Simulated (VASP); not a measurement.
Set up this calculation in VASP 6.6.1, as the native input.

| Property | Result |
| --- | --- |
| Task | relaxation of cell and atoms |
| Functional | PBEsol |
| Potentials or basis | VASP PAW PBE potentials, release 64 (Bi_d) |
| Cutoff | 600 eV |
| k mesh | 9 × 9 × 9 |
| Occupations | fermi-dirac, width 0.05 eV |
| Spin | no spin polarisation |
| Target pressure | 2 GPa |
| Further INCAR settings | ALGO = Normal; EDIFF = 1e-06; IBRION = 2; EDIFFG = -0.01; NSW = 40; ISIF = 3 |
| Target pressure | 2 GPa |

The structure of Bi lies in POSCAR:

```
Bi
1.0
   -1.9814305318      1.9814305318      1.9814305318
    1.9814305318     -1.9814305318      1.9814305318
    1.9814305318      1.9814305318     -1.9814305318
Bi
1
Direct
    0.0000000000      0.0000000000      0.0000000000
```

This isn't the form of Bi at room conditions, which is rhombohedral.

The input as run:

INCAR

```
SYSTEM = Bi
PREC     = Accurate       ! precision mode
ENCUT    = 600            ! plane-wave cutoff, eV
EDIFF    = 1E-6           ! SCF threshold, eV
ISMEAR   = -1             ! smearing method
SIGMA    = 0.05           ! smearing width, eV
LREAL    = .FALSE.        ! projectors in reciprocal space
LASPH    = .TRUE.         ! aspherical terms in the spheres
NELM     = 80             ! most SCF steps
ALGO     = Normal         ! electronic algorithm
ISIF     = 3              ! what is computed and relaxed
LWAVE    = .FALSE.        ! write WAVECAR
LCHARG   = .FALSE.        ! write CHGCAR
GGA      = PS             ! functional
IBRION   = 2              ! ionic algorithm
NSW      = 40             ! ionic steps
EDIFFG   = -0.01          ! ionic threshold
PSTRESS  = 20
```

KPOINTS

```
regular mesh
0
G
  9 9 9
  0 0 0
```

Potentials or basis: VASP PAW PBE potentials, release 64 (Bi_d).

Launch:

```bash
$ cat potpaw_PBE.64/Bi_d/POTCAR > POTCAR
$ mpirun -np 1 vasp_std > vasp.out
```

Results of the run:

```yaml
Relaxed_volume: 29.11 Å³/atom
Relaxed_cell: a = 3.357 Å, b = 3.357 Å, c = 3.357 Å, α = 109.47°, β = 109.47°, γ = 109.47°
Space_group_after_relaxing_to_0.05_Å: Im-3m (No. 229)
Energy_change_on_relaxing_the_enthalpy_is_what_falls: -1.2 meV/atom
Ionic_steps: 3
Pressure_after_relaxing: 2.0 GPa
Band_gap_on_the_k_mesh: none (metal or under the smearing width)
```

Caveat: the cell is relaxed towards a set pressure, so the enthalpy falls and the energy may rise; the PAW data sets were made with another functional, which shifts forces and pressure a little; spin-orbit coupling is left out, which moves the levels of the heavy elements.

Wall time 16 s on 1 thread of Intel(R) Xeon(R) 6975P-C (Granite Rapids), with other jobs on the host, peak memory 0.16 GiB.
